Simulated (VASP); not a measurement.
Crystal: Cs2SnI6.

```
Cs Sn I
1.0
     0.00000    5.77993    5.77993
     5.77993    0.00000    5.77993
     5.77993    5.77993    0.00000
Cs Sn I
2 1 6
Cartesian
  2.8900 2.8900 2.8900
  8.6699 8.6699 8.6699
  0.0000 0.0000 0.0000
  2.8701 5.7799 5.7799
  5.7799 2.8701 5.7799
  8.6897 5.7799 5.7799
  5.7799 8.6897 5.7799
  5.7799 5.7799 2.8701
  5.7799 5.7799 8.6897
```

Program: VASP 6.6.1. Alike in all runs: potentials or basis VASP PAW PBE potentials, release 64 (Cs_sv, Sn_d, I); no spin polarisation; cell as given; k mesh 6 × 6 × 6; cutoff (eV) 520; smearing gaussian 0.03 eV.

Problem. Order these runs on this cell by their band gap on the k mesh, lowest first.
A. level PBE
B. level TB-mBJ
C. level r2SCAN

Solution. A (metal), C (0.25 eV), B (0.62 eV).

Caveats: spin-orbit coupling is left out, which moves the levels of the heavy elements (some runs).

